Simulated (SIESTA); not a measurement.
# Pt (P6_3/mmc) in SIESTA: equation of state, part 2 of 2

SIESTA 5.4.2. Earlier steps stand in the parts before.

## (4) Single point, PBEsol, 15.50 Å³/atom

Input file Pt.fdf:

```
SystemName                      Pt
SystemLabel                     Pt
NumberOfSpecies                 1
NumberOfAtoms                   2
%block ChemicalSpeciesLabel
  1  78 Pt
%endblock ChemicalSpeciesLabel

LatticeConstant                 1.0 Ang
%block LatticeVectors
     2.7421371004     0.0000000000     0.0000000000
    -1.3710685502     2.3747603895     0.0000000000
     0.0000000000     0.0000000000     4.7599710578
%endblock LatticeVectors
AtomicCoordinatesFormat         Fractional
%block AtomicCoordinatesAndAtomicSpecies
     0.3333333333     0.6666666667     0.2500000000  1  Pt
     0.6666666667     0.3333333333     0.7500000000  1  Pt
%endblock AtomicCoordinatesAndAtomicSpecies

%block kgrid.MonkhorstPack
   11   0   0  0.0
    0  11   0  0.0
    0   0   6  0.0
%endblock kgrid.MonkhorstPack
XC.Functional                   GGA
XC.Authors                      PBEsol
PAO.BasisSize                   DZP
PAO.EnergyShift                 0.003 Ry
Mesh.Cutoff                     800 Ry
OccupationFunction              FD
ElectronicTemperature           0.05 eV
MaxSCFIterations                120
SCF.MustConverge                false
SCF.Mixer.Method                Pulay
SCF.Mixer.Weight                0.25
SCF.Mixer.History               8
SCF.DM.Tolerance                5.0e-05
SCF.H.Tolerance                 1.0e-03 eV
WriteForces                     true
Charge.Mulliken                 end
%block PAO.Basis
  Pt 5
  n=5 0 2
    2.732 0.000
  n=6 0 2
    7.268 0.000
  n=5 1 2
    3.260 0.000
  n=6 1 1
    7.268
  n=5 2 2
    5.669 0.000
%endblock PAO.Basis
```

Command:

```
> siesta < Pt.fdf > Pt.out 2>&1
```

Wall time 50 s (1 thread of Arm Neoverse V2, shared host); peak memory 0.3 GiB.

Results (log left out):

| Property | Result |
| --- | --- |
| Free energy | -7104.2247 eV |
| Pressure | -3.4 GPa |
| Band gap on the k mesh | none (metal or under the smearing width) |

Caveat: short orbitals over semicore shells can move pressures by several GPa; the basis of atomic orbitals isn't converged, which shifts pressures, moduli and gaps.

## (5) Single point, PBEsol, 16.13 Å³/atom

Changes to Pt.fdf since step 4:

```diff
@@ -10,5 +10,5 @@
 %block LatticeVectors
-     2.7421371004     0.0000000000     0.0000000000
-    -1.3710685502     2.3747603895     0.0000000000
-     0.0000000000     0.0000000000     4.7599710578
+     2.7789487024     0.0000000000     0.0000000000
+    -1.3894743512     2.4066401720     0.0000000000
+     0.0000000000     0.0000000000     4.8238709117
 %endblock LatticeVectors
```

Potentials or basis: PseudoDojo 0.4 standard (PBEsol files), DZP (energy shift 0.003 Ry; two zetas on semicore shells).

Command:

```
> siesta < Pt.fdf > Pt.out 2>&1
```

Pt.out:

```text
Version         : 5.4.2

                           ***********************
                           *  WELCOME TO SIESTA  *
                           ***********************

 NOTE: Siesta V5 introduces some new defaults for basis-set generation
 NOTE: which might lead to slightly different numerical results.
 NOTE: Please see the manual for full details and compatibility measures.

reinit: Reading from standard input
reinit: Dumping input in INPUT_TMP.14638
************************** Dump of input data file ****************************
SystemName                      Pt
SystemLabel                     Pt
NumberOfSpecies                 1
NumberOfAtoms                   2
%block ChemicalSpeciesLabel
  1  78 Pt
%endblock ChemicalSpeciesLabel
LatticeConstant                 1.0 Ang
%block LatticeVectors
     2.7789487024     0.0000000000     0.0000000000
    -1.3894743512     2.4066401720     0.0000000000
     0.0000000000     0.0000000000     4.8238709117
%endblock LatticeVectors
AtomicCoordinatesFormat         Fractional
%block AtomicCoordinatesAndAtomicSpecies
     0.3333333333     0.6666666667     0.2500000000  1  Pt
     0.6666666667     0.3333333333     0.7500000000  1  Pt
%endblock AtomicCoordinatesAndAtomicSpecies
%block kgrid.MonkhorstPack
   11   0   0  0.0
[... 529 lines left out ...]
siesta: Stress tensor (static) (eV/Ang**3):
siesta:     0.075919    0.000002   -0.000000
siesta:     0.000002    0.075921    0.000000
siesta:    -0.000000   -0.000000    0.094188

siesta: Cell volume =         32.261709 Ang**3

siesta: Pressure (static):
siesta:                Solid            Molecule  Units
siesta:          -0.00089319         -0.00089319  Ry/Bohr**3
siesta:          -0.08200932         -0.08200932  eV/Ang**3
siesta:        -131.39341741       -131.39342369  kBar

Basis Enthalpy Calculation:
    Basis Pressure for species 1(Pt) :      0.2000000 GPa

    Orbital volume contribution        =           1.829693 eV
    (Free)E + p_basis*V_orbitals       =       -7102.327687 eV
    (Free)Eharris+ p_basis*V_orbitals  =       -7102.327686 eV

mulliken: Atomic and Orbital Populations:

Species: Pt
Atom  Qatom  Qorb
               5s      5s      6s      6s      5py     5pz     5px     5py
               5pz     5px     6py     6pz     6px     5dxy    5dyz    5dz2
               5dxz    5dx2-y2 5dxy    5dyz    5dz2    5dxz    5dx2-y2
   1 18.000   1.919   0.024   1.103  -0.319   1.934   1.935   1.934   0.065
              0.066   0.065   0.242   0.193   0.242   1.776   1.855   1.706

              1.855   1.776  -0.102  -0.050  -0.065  -0.050  -0.102
   2 18.000   1.919   0.024   1.103  -0.319   1.934   1.935   1.934   0.065
              0.066   0.065   0.242   0.193   0.242   1.776   1.855   1.706

              1.855   1.776  -0.102  -0.050  -0.065  -0.050  -0.102

mulliken: Qtot =       36.000

Mulliken Atomic Populations:
Atom #   charge [q] valence [e]  Species
     1    -0.000000   18.000000  Pt
     2     0.000000   18.000000  Pt
 Total    -0.000000

Job completed
```

It took 46 s on 1 thread of Arm Neoverse V2, shared host; peak memory 0.29 GiB.

Results:

* Free energy: -7104.1574 eV
* Pressure: -13.1 GPa
* Band gap on the k mesh: none (metal or under the smearing width)

Caveat: short orbitals over semicore shells can move pressures by several GPa; the basis of atomic orbitals isn't converged, which shifts pressures, moduli and gaps.

## (6) Single point, PBEsol, 16.45 Å³/atom

Changes to Pt.fdf since step 5:

```diff
@@ -10,5 +10,5 @@
 %block LatticeVectors
-     2.7789487024     0.0000000000     0.0000000000
-    -1.3894743512     2.4066401720     0.0000000000
-     0.0000000000     0.0000000000     4.8238709117
+     2.7969943295     0.0000000000     0.0000000000
+    -1.3984971647     2.4222681435     0.0000000000
+     0.0000000000     0.0000000000     4.8551956265
 %endblock LatticeVectors
```

Potentials or basis: PseudoDojo 0.4 standard (PBEsol files), DZP (energy shift 0.003 Ry; two zetas on semicore shells).

Command:

```
> siesta Pt.fdf > Pt.out 2>&1
```

Run time: 42 s. Hardware: 1 thread of Arm Neoverse V2, shared host; peak memory 0.28 GiB.

The run converged. Its results:

| Property | Result |
| --- | --- |
| Free energy | -7104.0981 eV |
| Pressure | -16.8 GPa |
| Band gap on the k mesh | none (metal or under the smearing width) |

Caveat: short orbitals over semicore shells can move pressures by several GPa; the basis of atomic orbitals isn't converged, which shifts pressures, moduli and gaps.

## (7) Single point, PBEsol, 16.76 Å³/atom

Changes to Pt.fdf since step 6:

```diff
@@ -10,5 +10,5 @@
 %block LatticeVectors
-     2.7969943295     0.0000000000     0.0000000000
-    -1.3984971647     2.4222681435     0.0000000000
-     0.0000000000     0.0000000000     4.8551956265
+     2.8148100603     0.0000000000     0.0000000000
+    -1.4074050301     2.4376970190     0.0000000000
+     0.0000000000     0.0000000000     4.8861212732
 %endblock LatticeVectors
```

Command:

```
> siesta < Pt.fdf > Pt.out 2>&1
```

Wall time 41 s (1 thread of Arm Neoverse V2, shared host); peak memory 0.28 GiB.

Results (log left out):

* Free energy: -7104.0250 eV
* Pressure: -20.2 GPa
* Band gap on the k mesh: none (metal or under the smearing width)

Caveat: short orbitals over semicore shells can move pressures by several GPa; the basis of atomic orbitals isn't converged, which shifts pressures, moduli and gaps.

## (8) Equation of state, PBEsol

No new run: the results of the series are fitted here.

Results:

| Item | Value |
| --- | --- |
| Equilibrium volume | 15.31 Å³/atom |
| Bulk modulus at fixed shape and positions | 290 GPa |
| Pressure derivative of the bulk modulus | 5.8 (rough: it moves with the points fitted) |

Energy against volume, from the lowest point:
| volume (Å³/atom) | energy (meV/atom) |
| --- | --- |
| 14.866 | 11.13 |
| 15.182 | 0.00 |
| 15.498 | 0.96 |
| 15.815 | 12.96 |
| 16.131 | 34.60 |
| 16.447 | 64.26 |
| 16.763 | 100.82 |

Caveat: short orbitals over semicore shells can move pressures by several GPa; the cell was scaled at fixed shape and fractional positions, which overstates the stiffness of a crystal with free parameters, most of all of layers and chains; the basis of atomic orbitals isn't converged, which shifts pressures, moduli and gaps. Spin-orbit coupling is left out, which matters for the levels of Pt.
